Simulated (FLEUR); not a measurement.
CaO under changes of volume

One of the cells (13.886 Å³/atom); the others are scaled copies at fixed shape and fractional positions:

```
CELL_PARAMETERS angstrom
0.00000 2.40356 2.40356
2.40356 0.00000 2.40356
2.40356 2.40356 0.00000
ATOMIC_POSITIONS crystal
Ca 0.00000 0.00000 0.00000
O 0.50000 0.50000 0.50000
```

The cell is a database's computed one.

* Program: FLEUR MaX-R8.1 (later development tree)
* Functional: r2SCAN
* Potentials or basis: all-electron
* Basis: FLAPW
* Kmax: 4.24 1/bohr
* k mesh: 10 × 10 × 10
* Occupations: fermi-dirac, width 0.05 eV
* Spin: no spin polarisation

```tsv
volume (Å³/atom)	energy over the lowest point (meV/atom)	gap on the mesh (eV)
13.052	?	?
13.330	5.72	4.17
13.886	0.00	4.20
14.441	10.50	4.19
14.719	20.51	4.19
```

Q: What does the run at 13.052 Å³/atom give?

A: Energy over the lowest point 15.37 meV/atom; gap on the mesh 4.16 eV.

Worked out: A Birch-Murnaghan fit of order 2 (a polynomial in V^(-2/3)) to the other rows has its minimum at 13.79 Å³/atom with B0 = V·E''(V) = 118 GPa. It gives 15.58 meV/atom at 13.052 Å³/atom, against the run's 15.37. A parabola through the other rows of the gap, of slope 1.27 eV per unit of ln V there, extrapolates to 4.15 eV, against the run's 4.16.

Energies are extrapolated to zero smearing.

Caveats: the meta-GGA is that of a development version, with a GGA for the radial functions and cores and without core tails.

A mesh can miss the band edges.
